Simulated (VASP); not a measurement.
Input of a VASP 6.6.1 run:

The input run.py:

```python
from ase.calculators.vasp import Vasp
from ase.io import read

atoms = read('CdS.cif')
atoms.set_initial_magnetic_moments([[-0.013, -0.022, -0.043], [0.0, 0.0, 0.0]])
calc = Vasp(
    directory='calc',
    xc='beef-vdw',
    pp='PBE',
    setups='recommended',
    prec='Accurate',
    encut=600,
    ediff=1e-06,
    ismear=0,
    sigma=0.05,
    lreal=False,
    lasph=True,
    nelm=100,
    algo='Normal',
    isif=3,
    lwave=False,
    lcharg=False,
    lnoncollinear=True,
    lorbit=11,
    ibrion=2,
    nsw=60,
    ediffg=-0.01,
    kpts=[6, 6, 6],
    gamma=True,
)
atoms.calc = calc

print('energy (eV):', atoms.get_potential_energy())
print('free energy (eV):', atoms.get_potential_energy(force_consistent=True))
print('forces (eV/A):')
print(atoms.get_forces())
print('stress (eV/A^3, Voigt):', atoms.get_stress())
print('Fermi level (eV):', calc.get_fermi_level())
print('cell (A, degrees):', atoms.cell.cellpar())
print('volume (A^3):', atoms.get_volume())
print('scaled positions:')
print(atoms.get_scaled_positions())
```

CdS.cif

```cif
data_CdS
_cell_length_a 3.89367501
_cell_length_b 3.89367501
_cell_length_c 3.89367501
_cell_angle_alpha 60.00000000
_cell_angle_beta 60.00000000
_cell_angle_gamma 60.00000000
_space_group_name_H-M_alt 'P1'
_space_group_name_Hall 'P 1'
_space_group_IT_number 1
loop_
_space_group_symop_operation_xyz
'x,y,z'
loop_
_atom_site_label
_atom_site_type_symbol
_atom_site_symmetry_multiplicity
_atom_site_Wyckoff_symbol
_atom_site_fract_x
_atom_site_fract_y
_atom_site_fract_z
_atom_site_occupancy
Cd1 Cd 1 a 0.0000000000 0.0000000000 0.0000000000 1
S1 S 1 a 0.5000000000 0.5000000000 0.5000000000 1
```

Potentials or basis: VASP PAW PBE potentials, release 64 (Cd, S).

Run with:

```sh
$ python run.py
```

What does it give for the relaxed volume?

21.31 Å³/atom.

Estimate the net moment.

0.00 μB per cell.

Moments on the atoms (μB; x, y, z):
```
Cd  0.00 0.00 0.00
S   0.00 0.00 0.00
```

Caveat: the PAW data sets were made with another functional, which shifts forces and pressure a little.
